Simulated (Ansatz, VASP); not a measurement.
One calculation of K, two programs

INCAR

```
SYSTEM = K
PREC     = Accurate       ! precision mode
ENCUT    = 520            ! plane-wave cutoff, eV
EDIFF    = 1E-6           ! SCF threshold, eV
ISMEAR   = 0              ! smearing method
SIGMA    = 0.1            ! smearing width, eV
LREAL    = .FALSE.        ! projectors in reciprocal space
LASPH    = .TRUE.         ! aspherical terms in the spheres
NELM     = 60             ! most SCF steps
ALGO     = Normal         ! electronic algorithm
ISIF     = 2              ! what is computed and relaxed
LWAVE    = .FALSE.        ! write WAVECAR
LCHARG   = .FALSE.        ! write CHGCAR
GGA      = PS             ! functional
NBANDS   = 10             ! bands
```

File KPOINTS:

```
Automatic mesh
0
G
  10 10 10
  0 0 0
```

The input POSCAR:

```
K
1.0
    4.2903097376      0.0000000000      0.0000000000
    0.0000000000      4.2903097376      0.0000000000
    0.0000000000      0.0000000000      4.2903097376
K
1
Direct
    0.0000000000      0.0000000000      0.0000000000
```

Input for Ansatz:

```yaml
crystal:
  lattice:
    - [4.2903097376, 0.0, 0.0]
    - [0.0, 4.2903097376, 0.0]
    - [0.0, 0.0, 4.2903097376]
  atoms:
    - { symbol: K, position: [0.0, 0.0, 0.0] }
basis:
  ecutwfc: 420
kpoints:
  mp_grid: { grid: [10, 10, 10] }
hamiltonian:
  xc: pbesol
scf:
  occupations: { method: gaussian, width: 0.1 }
output:
  forces: true
  stress: true
  eigenvalues: true
```

Alike in both runs: task single point; functional PBEsol; k mesh 10 × 10 × 10; occupations gaussian, width 0.1 eV; no spin polarisation.

|  | VASP | Ansatz |
| --- | --- | --- |
| version | VASP 6.6.1 | Ansatz 0.2.0 |
| potentials or method | VASP PAW PBE potentials, release 64 (K_sv) | scalar-relativistic, plane waves, PAW |
| plane-wave cutoff (eV) | 520 | 420 |
| valence electrons in the cell | 9 | 9 |

```csv
,VASP,Ansatz,Ansatz less VASP
gap on the k mesh at the Fermi level (eV),none,none,-
pressure (GPa),-0.1,-0.1,+0.01
```

A gap of «none» marks a metal or a gap that the smearing closes. The functional is the same, so the differences come from potentials, cutoffs and numerics.

Caveats: the PAW data sets were made with another functional, which shifts forces and pressure a little (VASP).
